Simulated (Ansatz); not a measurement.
Input and command of a plane-wave DFT calculation in Ansatz:

```yaml
crystal:
  lattice:
    - [5.5726950358, 0.0010319514, -0.1411499699]
    - [-2.7854538218, 4.8266114443, 0.1411499699]
    - [-1.4578362785, 0.8416821678, 2.6463267463]
  atoms:
    - { symbol: Au, position: [0.0, 0.5, 0.0] }
    - { symbol: Au, position: [0.5, 0.5, 0.0] }
    - { symbol: Au, position: [0.0, 0.0, 0.0] }
    - { symbol: Au, position: [0.5, 0.0, 0.0] }
basis:
  ecutwfc: 420
kpoints:
  mp_grid: { grid: [9, 9, 13] }
hamiltonian:
  xc: pbe
scf:
  occupations: { method: gaussian, width: 0.1 }
output:
  forces: true
  stress: true
  eigenvalues: true
```

```bash
ansatz run input.yaml --threads 4 --pin off --max-ram 10240MiB --backend cpu --events-out ev --progress --plain --runs-dir out
```

Processor: Intel(R) Xeon(R) Processor @ 2.70GHz, 4 threads, on a host shared with other jobs.

Q: How long does it run, and how much memory does it take?

A: About 14 s on 4 threads of Intel(R) Xeon(R) Processor @ 2.70GHz (shared host), peak memory 0.87 GiB. It solves 46 bands at 295 k points (the mesh reduced by the symmetry that the task leaves, which can be less than the crystal's) with about 1373 plane waves, in 6 SCF iterations.
